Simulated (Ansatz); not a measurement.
Crystal: Sn.

```
CELL_PARAMETERS angstrom
-1.72654 1.77555 2.33834
1.72654 -1.77555 2.33834
1.72654 1.77555 -2.33834
ATOMIC_POSITIONS crystal
Sn 0.00000 0.00000 0.00000
```

This isn't the form of Sn at room conditions, which is tetragonal (white tin).

* Program: Ansatz 0.2.0
* Task: relaxation of cell and atoms
* Functional: r2SCAN
* Dispersion: D3(BJ)
* Potentials or basis: Ansatz PAW
* Cutoff: 500 eV (not typed: the program's choice for these potentials)
* k mesh: 11 × 11 × 11
* Occupations: fermi-dirac, width 0.05 eV
* Spin: no spin polarisation

At the start: volume 28.67 Å³/atom.

Question: How do energy, volume and symmetry change on relaxing?

Answer: It ends after 7 steps and the volume is 26.76 Å³/atom (-6.7 %); space group I4/mmm (No. 139, to 0.05 Å).

The path:
```csv
step,energy change (eV),largest force (eV/Å),volume (Å³)
1,0.0000,0.0000,28.67
2,-0.0216,0.0000,26.68
3,-0.0223,0.0000,26.76
4,-0.0226,0.0000,26.79
5,-0.0227,0.0000,26.77
6,-0.0227,0.0000,26.76
7,-0.0227,0.0000,26.76
```

Final structure:
```xyz
1
Lattice="-1.6933 1.6934 2.3328 1.6933 -1.6934 2.3328 1.6933 1.6934 -2.3328" Properties=species:S:1:pos:R:3 pbc="T T T"
Sn    0.0000    0.0000    0.0000
```

Caveat: the plane-wave basis is chosen anew once the cell has moved, so the energies of steps on either side of that aren't comparable; pairwise dispersion overbinds metals, which lowers pressure and volume; the PAW data sets come from PBE, with cores solved anew for the run's functional, which leaves a small shift of forces and pressure; the dispersion damping was fitted for another functional or another form of the correction.
